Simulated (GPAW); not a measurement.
Write an ASE script for GPAW 26.7.0 that does the following.

```
Task                : equation of state
Functional          : TPSS
Potentials or basis : GPAW PAW data sets (gpaw-data 1.2.1)
Cutoff              : 600 eV
Basis               : pw
k mesh              : 11 × 11 × 11
Occupations         : fermi-dirac, width 0.05 eV
Spin                : no spin polarisation
Eigensolver         : davidson
Maxiter             : 150
Eos scales          : [0.94, 0.96, 0.98, 1.0, 1.02, 1.04, 1.06]
```

The structure of Ti lies in Ti.xyz:

```xyz
1
Lattice="0.0000000000 2.0300000000 2.0300000000 2.0300000000 0.0000000000 2.0300000000 2.0300000000 2.0300000000 0.0000000000" Properties=species:S:1:pos:R:3 pbc="T T T"
Ti     0.0000000000      0.0000000000      0.0000000000
```

This isn't the form of Ti at room conditions, which is hcp.

These files were run (other wordings do the same):

run.py

```python
from ase.eos import EquationOfState
from ase.io import Trajectory, read
from ase.units import GPa
from gpaw import GPAW, PW

atoms = read('Ti.xyz')

traj = Trajectory('eos.traj', 'w')
volumes, energies = [], []
for x in [0.94, 0.96, 0.98, 1.0, 1.02, 1.04, 1.06]:
    a = atoms.copy()
    a.set_cell(atoms.cell * x**(1 / 3), scale_atoms=True)
    calc = GPAW(mode=PW(600),
                xc='MGGA_X_TPSS+MGGA_C_TPSS',
                kpts={'size': (11, 11, 11), 'gamma': True},
                occupations={'name': 'fermi-dirac', 'width': 0.05},
                nbands=14,
                convergence={'density': 1e-05, 'energy': 1e-05},
                eigensolver='davidson',
                maxiter=150,
                txt=f'eos-{x:.2f}.txt')
    a.calc = calc
    energies.append(a.get_potential_energy(force_consistent=True))
    volumes.append(a.get_volume())
    p = -a.get_stress()[:3].mean() / GPa
    calc.write(f'eos-{x:.2f}.gpw')
    traj.write(a)
    print(f'{x:.2f} {volumes[-1]:10.4f} A^3 {energies[-1]:14.6f} eV {p:9.3f} GPa', flush=True)

v0, e0, B = EquationOfState(volumes, energies, eos='birchmurnaghan').fit()
print(f'V0 = {v0:.4f} A^3, E0 = {e0:.6f} eV, B0 = {B / GPa:.2f} GPa')
```

Potentials or basis: GPAW PAW data sets (gpaw-data 1.2.1), pw.

The run is started by

```console
$ OMP_NUM_THREADS=1 python run.py
```

It gave:

```json
{
  "Equilibrium volume": "17.12 Å³/atom (rough: see the caveat)",
  "Bulk modulus": "111 GPa (rough)"
}
```

Caveat: the points scatter about the fit; the PAW data sets were made with another functional, which shifts forces and pressure a little.

It took 6 min on 1 thread of Arm Neoverse V1 (shared host), peak memory 0.54 GiB.
